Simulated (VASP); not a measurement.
**CuO: equation of state with PBE**

Crystal: CuO.

```
CELL_PARAMETERS angstrom
0.00000 2.32725 2.32725
2.32725 0.00000 2.32725
2.32725 2.32725 0.00000
ATOMIC_POSITIONS crystal
Cu 0.00000 0.00000 0.00000
O 0.25000 0.25000 0.25000
```

Measurements of this composition are mostly on another form, of space group No. 15.

* Program: VASP 6.6.1
* Task: equation of state
* Functional: PBE
* Potentials or basis: VASP PAW PBE potentials, release 64 (Cu, O)
* Cutoff: 520 eV
* k mesh: 10 × 10 × 10
* Occupations: fermi-dirac, width 0.05 eV
* Spin: no spin polarisation
* Further INCAR settings: ALGO = Normal; EDIFF = 1e-07; NBANDS = 16

```
Equilibrium volume : 11.65 Å³/atom (rough: see the caveat)
Bulk modulus       : 136 GPa (rough)
```

Energy against volume, from the lowest point:
| volume (Å³/atom) | energy (meV/atom) |
| --- | --- |
| 11.848 | 0.00 |
| 12.100 | 5.52 |
| 12.353 | 14.77 |
| 12.605 | 27.31 |
| 12.857 | 42.72 |
| 13.109 | 60.72 |
| 13.361 | 80.96 |

All runs of the series together: 82 s on 1 thread of Intel(R) Xeon(R) 6975P-C (Granite Rapids), on a shared host.

Caveat: the minimum lies outside the volumes run; the run has no spin polarisation, though such a crystal can be magnetic.
